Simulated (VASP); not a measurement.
Set up this calculation in VASP 6.6.1, as the native input.

* Task: single point
* Functional: r2SCAN
* Potentials or basis: VASP PAW PBE potentials, release 64 (Te)
* Cutoff: 520 eV
* k mesh: 6 × 4 × 2
* Occupations: gaussian, width 0.1 eV
* Spin: no spin polarisation
* Dipole correction: no
* Further INCAR settings: ALGO = Normal; EDIFF = 1e-06; NBANDS = 20

Crystal: Te.

```
Te
1.0
     3.13077    0.00000    0.00000
     0.00000    4.74291    0.00000
     0.00000    0.00000    8.98561
Te
4
Direct
  0.50000 0.54527 0.76081
  0.50000 0.45473 0.26081
  0.50000 0.98747 0.00919
  0.50000 0.01253 0.50919
```

This isn't the form of Te at room conditions, which is trigonal, of chains.

The input as run:

POSCAR

```
Te
1.0
    3.1307690000      0.0000000000      0.0000000000
    0.0000000000      4.7429080000      0.0000000000
    0.0000000000      0.0000000000      8.9856130000
Te
4
Direct
    0.5000000000      0.5452710000      0.7608140000
    0.5000000000      0.4547290000      0.2608140000
    0.5000000000      0.9874680000      0.0091860000
    0.5000000000      0.0125320000      0.5091860000
```

INCAR.step1

```
SYSTEM = Te
ALGO     = Normal         ! electronic algorithm
EDIFF    = 1E-4           ! SCF threshold, eV
ENCUT    = 520            ! plane-wave cutoff, eV
GGA      = PE             ! functional
ISMEAR   = 0              ! smearing method
LASPH    = .TRUE.         ! aspherical terms in the spheres
LCHARG   = .FALSE.        ! write CHGCAR
LREAL    = .FALSE.        ! projectors in reciprocal space
LWAVE    = .TRUE.         ! write WAVECAR
NBANDS   = 20             ! bands
NELM     = 100            ! most SCF steps
PREC     = Accurate       ! precision mode
SIGMA    = 0.1            ! smearing width, eV
```

INCAR.step2

```
SYSTEM = Te
ALGO     = Normal         ! electronic algorithm
EDIFF    = 1E-6           ! SCF threshold, eV
ENCUT    = 520            ! plane-wave cutoff, eV
ISIF     = 2              ! what is computed and relaxed
ISMEAR   = 0              ! smearing method
ISTART   = 1            
LASPH    = .TRUE.         ! aspherical terms in the spheres
LCHARG   = .FALSE.        ! write CHGCAR
LMIXTAU  = .TRUE.       
LREAL    = .FALSE.        ! projectors in reciprocal space
LWAVE    = .FALSE.        ! write WAVECAR
METAGGA  = R2SCAN         ! meta-GGA
NBANDS   = 20             ! bands
NELM     = 100            ! most SCF steps
PREC     = Accurate       ! precision mode
SIGMA    = 0.1            ! smearing width, eV
```

KPOINTS

```
k-points
0
G
  6 4 2
  0 0 0
```

Potentials or basis: VASP PAW PBE potentials, release 64 (Te).

Launch:

```sh
$ cat potpaw_PBE.64/Te/POTCAR > POTCAR
$ cp INCAR.step1 INCAR
$ mpirun -np 1 vasp_std > vasp.out
$ cp INCAR.step2 INCAR
$ mpirun -np 1 vasp_std > vasp.out
```

Results of the run:

| Quantity | Value |
| --- | --- |
| Pressure | -0.6 GPa |
| Largest force | 0.382 eV/Å |
| Band gap on the k mesh | none (metal or under the smearing width) |

Caveat: the PAW data sets were made with another functional, which shifts forces and pressure a little.

It took 2.3 min on 1 thread of AMD EPYC 9R45 (Zen 5), on a shared host, peak memory 0.23 GiB.
